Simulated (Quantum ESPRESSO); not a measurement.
Runs of Quantum ESPRESSO 7.5 on Pd. Symmetry: Fm-3m, No. 225, cubic system. Conventional cell: a = 3.893 Å, b = 3.893 Å, c = 3.893 Å, α = 90.00°, β = 90.00°, γ = 90.00°. Pd (site symmetry m-3m) is surrounded by 12 Pd at 2.75 Å. 

| task | level | potentials or basis | cell | cutoff (eV) | ASE optimiser | rVV10 parameter b | form of the LDA correlation | dispersion computed by | gap on the mesh (eV) | pressure (GPa) | relaxed volume (Å³/atom) |
| --- | --- | --- | --- | --- | --- | --- | --- | --- | --- | --- | --- |
| band structure | RPBE | SG15 PBE 1.2 | as given | 952 | - | - | - | - | none | 11.9 | - |
| band structure | PBE | SG15 PBE 1.2 | as given | 952 | - | - | - | - | none | 6.9 | - |
| relaxation of cell and atoms | revPBE+D2 | Ansatz NC SR PBE | relaxed | 1116 | FIRE | - | - | - | none | 0.2 | (b) |
| band structure | AM05 | SG15 PBE 1.2 | as given | 952 | - | - | - | - | none | (a) | - |
| relaxation of cell and atoms | revPBE+rVV10 | Ansatz NC SR PBE | relaxed | 1116 | LBFGS | 6.3 | - | - | none | 0.0 | 15.05 |
| relaxation of cell and atoms | revPBE+D3 | Ansatz NC SR PBE | relaxed | 1116 | BFGS | - | - | - | none | 0.0 | (c) |
| band structure | optB88-vdW | SG15 PBE 1.2 | as given | 952 | - | - | - | - | none | 6.3 | - |
| relaxation of cell and atoms | revPBE+D3(BJ) | Ansatz NC SR PBE | relaxed | 1116 | BFGS | - | - | - | none | 0.0 | 14.55 |
| band structure | LDA | SG15 PBE 1.2 | as given | 952 | - | - | PZ81 | - | none | -9.2 | - |
| relaxation of cell and atoms | revPBE | Ansatz NC SR PBE | relaxed | 1116 | FIRE | - | - | - | none | -0.1 | 15.62 |
| relaxation of cell and atoms | revPBE+D4 | Ansatz NC SR PBE | relaxed | 1116 | LBFGS | - | - | dftd4 4.3.1 through ASE | none | 0.0 | 14.86 |
| band structure | WC | SG15 PBE 1.2 | as given | 952 | - | - | - | - | none | -1.7 | - |

Alike in all rows: no spin polarisation; k mesh 12 × 12 × 12; smearing fermi-dirac 0.05 eV.

Task: Estimate the missing entries.

Result: (a) -4.0; (b) 14.50; (c) 14.65.

Caveats: the potentials were made for another functional, which shifts forces and pressure (some runs); pairwise dispersion overbinds metals, which lowers pressure and volume (some runs); rVV10's parameter b was fitted to another functional (some runs).

A k mesh can miss the band edges, and the runs leave out spin-orbit coupling on Pd.

A gap of «none» marks a metal or a gap under the smearing width.
